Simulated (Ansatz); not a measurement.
Zincblende MgTe (r2SCAN geometry), in Ansatz:

```cif
data_structure
_symmetry_space_group_name_H-M 'F-43m'
_symmetry_Int_Tables_number 216
_cell_length_a 6.4662
_cell_length_b 6.4662
_cell_length_c 6.4662
_cell_angle_alpha 90.000
_cell_angle_beta 90.000
_cell_angle_gamma 90.000
_cell_volume 270.37
loop_
_atom_site_label
_atom_site_type_symbol
_atom_site_symmetry_multiplicity
_atom_site_Wyckoff_symbol
_atom_site_fract_x
_atom_site_fract_y
_atom_site_fract_z
_atom_site_occupancy
Mg1 Mg 4 a 0.00000 0.00000 0.00000 1
Te1 Te 4 d 0.25000 0.25000 0.75000 1
```

G0W0@PBE with 370 empty bands, a screening cutoff of 180 eV and a 4×4×4 mesh (PAW, contour deformation) gives 3.624 eV over the mesh points, from a PBE gap of 2.411 eV; it sums over 383 bands with 339 plane waves in the screening and a wave cutoff of 420 eV. G0W0 here is at a finite number of bands, screening cutoff and k mesh, not at the basis limit. These are computed values for a spin-unpolarised cell that may be hypothetical; none is a measurement.

Task: Estimate the gap with mesh 6×6×6, empty bands 109, screening cutoff 80 eV.

Result: 3.565 eV (-0.059 eV), from a Kohn-Sham gap of 2.416 eV.

Task: Estimate the gap with starting point HSE06.

Result: 4.064 eV (+0.440 eV), from a Kohn-Sham gap of 3.276 eV.

Spin-orbit coupling is left out, which matters wherever the heavy atoms make up the band edges.
